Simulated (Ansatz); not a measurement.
CuO:

```
Cu O
1.0
     0.00000    2.11656    2.11656
     2.11656    0.00000    2.11656
     2.11656    2.11656    0.00000
Cu O
1 1
Cartesian
  1.9814 1.9843 0.1219
  2.2518 2.2488 1.9946
```

The cell comes from a database or a generator and needn't be the stable form of this composition.

Base run:

```yaml
Program: Ansatz 0.2.0
Functional: r2SCAN
Potentials_or_basis: Ansatz PAW
Cutoff: 500 eV
Density_cutoff: 2000 eV
k_mesh: 11 × 11 × 11
Occupations: fermi-dirac, width 0.05 eV
Spin: no spin polarisation
```

Its results: band gap on the k mesh none (metal or under the smearing width); pressure 11.0 GPa; largest force 0.884 eV/Å.

Question: The run is repeated on the same cell with these changes: functional from r2SCAN to BLYP; cutoff from 500 eV to 420 eV; density cutoff from 2000 eV to 1680 eV. What comes out?

Answer: Band gap on the k mesh none (metal or under the smearing width); pressure 26.0 GPa; largest force 0.999 eV/Å.

Caveats: an odd number of electrons without spin polarisation forces a metal; a magnetic or distorted state may lie lower; the run has no spin polarisation, though such a crystal can be magnetic; semilocal functionals often make such compounds metallic where correlation or magnetic order opens a gap, which also shifts bond lengths; the PAW data sets come from PBE, with cores solved anew for the run's functional, which leaves a small shift of forces and pressure; the potentials were made for another functional, which shifts forces and pressure (some runs); so large a pressure means that the cell lies far from this level's equilibrium, or that cutoff or potentials fall short (some runs).

Not every run made on this cell is shown here.
